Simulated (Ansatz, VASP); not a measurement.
**Mg in VASP and in Ansatz**

POSCAR

```
Mg
1.0
   -0.0370870000      2.2383520000      2.2852300000
    2.2086620000     -0.0024920000      2.2506350000
    2.2185010000      2.2135970000     -0.0123310000
Mg
1
Direct
    0.0000000000      0.0000000000      0.0000000000
```

The input INCAR.step1:

```
SYSTEM = Mg
PREC     = Accurate       ! precision mode
ENCUT    = 520            ! plane-wave cutoff, eV
ISMEAR   = 1              ! smearing method
SIGMA    = 0.05           ! smearing width, eV
LREAL    = .FALSE.        ! projectors in reciprocal space
LASPH    = .TRUE.         ! aspherical terms in the spheres
NELM     = 100            ! most SCF steps
NBANDS   = 7              ! bands
GGA      = PE             ! functional
ALGO     = Normal         ! electronic algorithm
EDIFF    = 1E-4           ! SCF threshold, eV
LWAVE    = .TRUE.         ! write WAVECAR
LCHARG   = .FALSE.        ! write CHGCAR
```

Contents of INCAR.step2:

```
SYSTEM = Mg
PREC     = Accurate       ! precision mode
ENCUT    = 520            ! plane-wave cutoff, eV
EDIFF    = 1E-6           ! SCF threshold, eV
ISMEAR   = 1              ! smearing method
SIGMA    = 0.05           ! smearing width, eV
LREAL    = .FALSE.        ! projectors in reciprocal space
LASPH    = .TRUE.         ! aspherical terms in the spheres
NELM     = 100            ! most SCF steps
ALGO     = Normal         ! electronic algorithm
ISIF     = 2              ! what is computed and relaxed
LWAVE    = .FALSE.        ! write WAVECAR
LCHARG   = .FALSE.        ! write CHGCAR
METAGGA  = R2SCAN         ! meta-GGA
LMIXTAU  = .TRUE.       
LUSE_VDW = .TRUE.       
IVDW_NL  = 2            
BPARAM   = 11.95        
CPARAM   = 0.0093       
NBANDS   = 7              ! bands
ISTART   = 1
```

File KPOINTS:

```
Automatic mesh
0
G
  8 8 8
  0 0 0
```

input.yaml

```yaml
crystal:
  lattice:
    - [-0.037087, 2.238352, 2.28523]
    - [2.208662, -0.002492, 2.250635]
    - [2.218501, 2.213597, -0.012331]
  atoms:
    - { symbol: Mg, position: [0.0, 0.0, 0.0] }
hamiltonian:
  xc: r2scan
  pseudopotentials: { kind: paw, accuracy: standard }
  dispersion: rvv10
kpoints:
  mp_grid: { grid: [8, 8, 8] }
scf:
  occupations: { method: methfessel_paxton, width: 0.05 }
output:
  forces: true
  stress: true
  eigenvalues: true
  write_density: true
  write_potential: true
  elf: true
  volumetric_format: npy
```

Change from the starting cell: cell strained at random at fixed volume.

Alike in both runs: functional r2SCAN; dispersion rVV10; k mesh 8 × 8 × 8; occupations methfessel-paxton of order 1, width 0.05 eV; no spin polarisation.

|  | VASP | Ansatz |
| --- | --- | --- |
| version | VASP 6.6.1 | Ansatz 0.2.0 |
| potentials or method | VASP PAW PBE potentials, release 64 (Mg) | SSSP efficiency PAW |
| plane-wave cutoff (eV) | 520 | 408 |
| valence electrons in the cell | 2 | 2 |
| task | single point | electron localisation function |

|  | VASP | Ansatz | Ansatz less VASP |
| --- | --- | --- | --- |
| gap on the k mesh at the Fermi level (eV) | none | none | - |
| pressure (GPa) | -0.2 | 0.0 | +0.21 |
| largest component of the traceless stress (GPa) | 0.82 | 0.81 | -0.013 |

A gap of «none» marks a metal or a gap that the smearing closes.

Caveats: the PAW data sets were made with another functional, which shifts forces and pressure a little (VASP).
